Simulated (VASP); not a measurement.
Al:

```
CELL_PARAMETERS angstrom
0.00000 2.02481 2.02481
2.02481 0.00000 2.02481
2.02481 2.02481 0.00000
ATOMIC_POSITIONS crystal
Al 0.00000 0.00000 0.00000
```

Base run:

| Property | Result |
| --- | --- |
| Program | VASP 6.6.1 |
| Functional | TPSS |
| Potentials or basis | VASP PAW PBE potentials, release 64 (Al) |
| Cutoff | 520 eV |
| k mesh | 11 × 11 × 11 |
| Occupations | fermi-dirac, width 0.05 eV |
| Spin | no spin polarisation |

Its results: pressure -2.3 GPa.

Question: After a change of settings the same cell gave: pressure -3.2 GPa. Which change was it?
A. functional from TPSS to M06-L
B. functional from TPSS to rSCAN
C. functional from TPSS to MS2; further incar settings from ALGO = Normal; EDIFF = 1e-06; NBANDS = 8 to ALGO = Normal; EDIFF = 1e-06
D. functional from TPSS to LAK; further incar settings from ALGO = Normal; EDIFF = 1e-06; NBANDS = 8 to ALGO = Normal; EDIFF = 1e-07

Answer: B.

Caveats: the PAW data sets were made with another functional, which shifts forces and pressure a little.

Runs at the PBE level aren't shown here.
